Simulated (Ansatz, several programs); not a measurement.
Zincblende PbO, relaxed with PBE in Ansatz (plane waves, PAW): it is cubic, F-43m (No. 216); a = 5.663 Å in the conventional setting, 22.71 Å³ an atom. Pb has 4 O at 2.45 Å; O has 4 Pb at 2.45 Å. The cell was then scaled with its shape and fractional coordinates held. The calculation is spin-unpolarised, and the structure need not be a phase that has been made.

```tsv
V (Å³/atom)	E (meV/atom)
21.345	18.00
22.026	4.32
22.707	0.00
24.070	14.30
```

**Question.** Pass a cubic E = c₀ + c₁u + c₂u² + c₃u³, with u = V − 22.537 Å³, through these points.

**Answer.** c₀ = 0.27, c₁ = -3.120, c₂ = 9.048, c₃ = -0.6807 (meV and Å³).

**Question.** Where is the minimum, and what bulk modulus follows?

**Answer.** dE/du = 0 at u = +0.176, so V₀ = 22.71 Å³. B = V₀ d²E/dV² = 22.71 × (2c₂ + 6c₃u) = 22.71 × 17.377 = 395 meV/Å³, and 1 meV/Å³ is 0.16022 GPa: 63 GPa. A third-order Birch-Murnaghan fit to all five points gives 22.72 Å³ and 63 GPa.

**Question.** Predict the energy and the pressure at the withheld volume, 23.388 Å³.

**Answer.** With u = +0.851: E ≈ 3.75 meV and P = −dE/dV ≈ -1.73 GPa. The run gives 3.71 meV and, from its stress, -1.72 GPa.
